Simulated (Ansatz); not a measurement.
The calculation used Ansatz 0.2.0, DFT PBEsol, scalar-relativistic, plane waves, PAW.

Structure of Cu$_{2}$O:

```
Cu O
1.0
     4.22235    0.00000    0.00000
     0.00000    4.22235    0.00000
     0.00000    0.00000    4.22235
Cu O
4 2
Direct
  0.25000 0.25000 0.25000
  0.25000 0.75000 0.75000
  0.75000 0.75000 0.25000
  0.75000 0.25000 0.75000
  0.00000 0.00000 0.00000
  0.50000 0.50000 0.50000
```

Plane waves to 420 eV, a k mesh through Γ of 8×8×8 on the computed 6-atom cell and Gaussian smearing (0.02 eV); no spin polarisation.

Levels along Γ–X–M–Γ–R–X | R–M, in eV from a zero inside the gap, sorted by energy at each point. Points in fractions of the primitive reciprocal vectors: Γ (0.000 0.000 0.000), X (0.000 0.500 0.000), M (0.500 0.500 0.000), R (0.500 0.500 0.500).
```tsv
point	k (1/Å, with 2π)	band 41	band 42	band 43	band 44	band 45	band 46	band 47
Γ	0.000	-1.89	-0.28	-0.28	-0.28	0.28	0.77	0.77
-	0.106	-1.90	-0.57	-0.29	-0.29	0.33	0.86	1.08
-	0.213	-1.91	-1.06	-0.33	-0.33	0.46	1.12	1.61
-	0.319	-1.92	-1.53	-0.40	-0.40	0.67	1.50	2.09
-	0.425	-1.83	-1.83	-0.48	-0.48	0.96	1.99	2.40
-	0.531	-1.69	-1.69	-0.58	-0.58	1.29	2.45	2.55
-	0.638	-1.57	-1.57	-0.66	-0.66	1.66	2.29	3.18
X	0.744	-1.52	-1.52	-0.70	-0.70	2.00	2.00	3.87
-	0.850	-1.53	-1.53	-0.72	-0.72	2.02	2.02	3.83
-	0.957	-1.55	-1.55	-0.76	-0.76	2.03	2.03	3.73
-	1.063	-1.57	-1.57	-0.82	-0.82	2.00	2.00	3.62
-	1.169	-1.58	-1.58	-0.88	-0.88	1.89	1.89	3.57
-	1.276	-1.57	-1.57	-0.93	-0.93	1.75	1.75	3.56
-	1.382	-1.55	-1.55	-0.96	-0.96	1.63	1.63	3.57
M	1.488	-1.54	-1.54	-0.97	-0.97	1.58	1.58	3.58
-	1.638	-1.57	-1.55	-0.98	-0.92	1.64	1.70	3.53
-	1.789	-1.66	-1.61	-0.97	-0.80	1.64	1.98	3.37
-	1.939	-1.75	-1.66	-0.93	-0.65	1.40	2.20	3.07
-	2.089	-1.89	-1.49	-0.83	-0.51	1.01	2.07	2.60
-	2.240	-1.92	-1.17	-0.67	-0.39	0.63	1.60	1.95
-	2.390	-1.90	-0.66	-0.44	-0.31	0.37	1.05	1.23
Γ	2.540	-1.89	-0.28	-0.28	-0.28	0.28	0.77	0.77
-	2.724	-1.93	-0.64	-0.64	-0.32	0.41	1.28	1.28
-	2.909	-2.00	-1.03	-1.03	-0.45	0.79	2.07	2.07
-	3.093	-1.92	-1.18	-1.18	-0.65	1.32	2.67	2.67
-	3.277	-1.72	-1.15	-1.15	-0.91	1.85	2.84	2.84
-	3.461	-1.45	-1.13	-1.04	-1.04	2.11	2.56	2.56
-	3.645	-1.28	-1.06	-0.92	-0.92	2.08	2.20	2.20
R	3.829	-1.31	-0.87	-0.87	-0.87	2.05	2.05	2.05
-	3.979	-1.29	-0.97	-0.97	-0.88	2.03	2.10	2.24
-	4.130	-1.25	-1.19	-1.18	-0.88	2.01	2.27	2.67
-	4.280	-1.49	-1.36	-1.09	-0.89	2.01	2.53	2.77
-	4.430	-1.70	-1.46	-0.94	-0.86	2.03	2.47	2.89
-	4.581	-1.66	-1.50	-0.81	-0.81	2.03	2.20	3.30
-	4.731	-1.56	-1.52	-0.73	-0.73	2.01	2.05	3.69
X	4.881	-1.52	-1.52	-0.70	-0.70	2.00	2.00	3.87
R	4.881	-1.31	-0.87	-0.87	-0.87	2.05	2.05	2.05
-	4.987	-1.30	-0.92	-0.92	-0.87	1.96	2.15	2.15
-	5.094	-1.27	-1.05	-1.05	-0.88	1.76	2.41	2.41
-	5.200	-1.22	-1.20	-1.20	-0.89	1.51	2.77	2.77
-	5.306	-1.34	-1.34	-1.14	-0.91	1.32	2.93	3.13
-	5.413	-1.45	-1.45	-1.07	-0.93	1.25	2.41	3.39
-	5.519	-1.51	-1.51	-1.01	-0.94	1.34	1.95	3.53
M	5.625	-1.54	-1.54	-0.97	-0.97	1.58	1.58	3.58
```

Cost: 1 run of about 0.76 core-minutes, on Intel Xeon 6975P-C (Granite Rapids) (shared hosts).